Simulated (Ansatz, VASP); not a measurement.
MgS in VASP and in Ansatz

```
Mg S
1.0
     2.60284    2.60284    0.00000
    -2.60284    2.60284    0.00000
     0.00000    0.00000    5.07831
Mg S
2 2
Direct
  0.00000 0.00000 0.00000
  0.50000 0.50000 0.50000
  0.50000 0.50000 0.00000
  0.00000 0.00000 0.50000
```

Change from the starting cell: uniaxial strain along c, a, b and atoms relaxed: -2.0 %.

Alike in both runs: functional PBEsol; k mesh 6 × 6 × 6; occupations gaussian, width 0.02 eV; no spin polarisation.

Ansatz relaxed the structure, and its values are those at the end. VASP's run is a single point on that final structure, the one shown.

|  | VASP | Ansatz |
| --- | --- | --- |
| version | VASP 6.6.1 | Ansatz 0.2.0 |
| potentials or method | VASP PAW PBE potentials, release 64 (Mg, S) | scalar-relativistic, plane waves, PAW |
| plane-wave cutoff (eV) | 520 | 420 |
| valence electrons in the cell | 16 | 32 |

Ansatz gave:

* gap on the k mesh at the Fermi level (eV): 2.63
* least direct gap on the mesh (eV): 2.63
* pressure (GPa): 1.0

Q: What did VASP give for the same quantities?

A: gap on the k mesh at the Fermi level (eV): 2.63; least direct gap on the mesh (eV): 2.63; pressure (GPa): 0.8.

The functional is the same, so the differences come from potentials, cutoffs and numerics. The two sets of potentials don't hold the same shells in valence.

Caveats: the PAW data sets were made with another functional, which shifts forces and pressure a little (VASP). A k mesh can miss the band edges.
